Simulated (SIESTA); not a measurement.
The system is La.

```
La
1.0
    -2.12383    2.12383    2.12383
     2.12383   -2.12383    2.12383
     2.12383    2.12383   -2.12383
La
1
Direct
  0.00000 0.00000 0.00000
```

This isn't the form of La at room conditions, which is double hcp.

| Quantity | Value |
| --- | --- |
| Program | SIESTA 5.4.2 |
| Task | single point |
| Functional | PBE |
| Potentials or basis | PseudoDojo 0.4 standard (PBE files) |
| Basis | DZP (energy shift 0.003 Ry; two zetas on semicore shells) |
| Grid cutoff | 800 Ry |
| Energy shift | 0.003 Ry |
| k mesh | 9 × 9 × 9 |
| Occupations | fermi-dirac, width 0.05 eV |
| Spin | no spin polarisation |

On this cell: pressure 1.2 GPa; band gap on the k mesh none (metal or under the smearing width).

The same run follows on a disturbed copy (cell strained at random at fixed volume):

```
CELL_PARAMETERS angstrom
-2.10448 2.17934 2.12452
2.13820 -2.12912 2.10803
2.08475 2.10940 -2.07430
ATOMIC_POSITIONS crystal
La 0.98387 0.98284 0.98506
```

Q: What changes?

A: The energy (extrapolated to zero smearing) moves by -0.6 meV/atom; pressure 1.3 GPa; band gap on the k mesh none (metal or under the smearing width).

Stress tensor (GPa, compression positive):
```
 1.15  0.04 -0.12
 0.04  1.50 -0.17
-0.12 -0.17  1.19
```

Caveats: the basis of atomic orbitals isn't converged, which shifts pressures, moduli and gaps.
